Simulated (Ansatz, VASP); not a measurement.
## One calculation of GaN, two programs

File INCAR:

```
PREC = Accurate
ENCUT = 520
EDIFF = 1E-6
ISMEAR = -1
SIGMA = 0.05
LREAL = False
LASPH = True
NELM = 80
ALGO = Normal
ISIF = 2
LWAVE = False
LCHARG = False
GGA = RE
IVDW = 13
NBANDS = 26
```

KPOINTS

```
regular mesh
0
Gamma
  10 10 5
```

Contents of POSCAR:

```
GaN
1.0
    3.1150838257      0.0000000000      0.0000000000
   -1.5575419129      2.6977417280      0.0000000000
    0.0000000000      0.0000000000      5.0605418376
Ga N
2 2
Direct
    0.6666666667      0.3333333333      0.5000000000
    0.3333333333      0.6666666667      0.0000000000
    0.6666666667      0.3333333333      0.8750000000
    0.3333333333      0.6666666667      0.3750000000
```

Contents of input.yaml:

```yaml
crystal:
  lattice:
    - [3.1150838257, 0.0, 0.0]
    - [-1.5575419129, 2.697741728, 0.0]
    - [0.0, 0.0, 5.0605418376]
  atoms:
    - { symbol: Ga, position: [0.6666666667, 0.3333333333, 0.5] }
    - { symbol: Ga, position: [0.3333333333, 0.6666666667, 0.0] }
    - { symbol: "N", position: [0.6666666667, 0.3333333333, 0.875] }
    - { symbol: "N", position: [0.3333333333, 0.6666666667, 0.375] }
hamiltonian:
  xc: revpbe
  pseudopotentials: { kind: paw }
  dispersion: d4
kpoints:
  mp_grid: { grid: [10, 10, 5] }
scf:
  occupations: { method: fermi_dirac, width: 0.05 }
output:
  forces: true
  stress: true
  eigenvalues: true
  write_density: true
  write_potential: true
  elf: true
  volumetric_format: npy
```

Alike in both runs: task single point; functional revPBE; dispersion D4; k mesh 10 × 10 × 5; occupations fermi-dirac, width 0.05 eV; no spin polarisation.

```csv
,VASP,Ansatz
version,VASP 6.6.1,Ansatz 0.2.0
potentials or method,"VASP PAW PBE potentials, release 64 (Ga_d, N)",Ansatz PAW
plane-wave cutoff (eV),520,420
valence electrons in the cell,36,36
```

Ansatz gave:

* gap on the k mesh at the Fermi level (eV): 2.40
* least direct gap on the mesh (eV): 2.40
* pressure (GPa): 11.6
* largest component of the traceless stress (GPa): 1.98
* rms of the force components (eV/Å): 0.086
* dispersion energy (meV/atom): -784.3

Problem. Which values does VASP return?

Solution. gap on the k mesh at the Fermi level (eV): 2.43; least direct gap on the mesh (eV): 2.43; pressure (GPa): 11.3; largest component of the traceless stress (GPa): 2.00; rms of the force components (eV/Å): 0.083; dispersion energy (meV/atom): -784.2.

Atom by atom the forces differ by 0.003 eV/Å (rms over components).

Caveats: the PAW data sets were made with another functional, which shifts forces and pressure a little (VASP); odd divisions of the mesh miss points on the zone boundary, where band edges often lie, so the gap on the mesh can be too wide (Ansatz); the pressure holds a Pulay correction of +0.5 GPa for the finite cutoff (Ansatz); the PAW data sets come from PBE, with cores solved anew for the run's functional, which leaves a small shift of forces and pressure (Ansatz). As with any semilocal functional, this revPBE gap is likely too small.
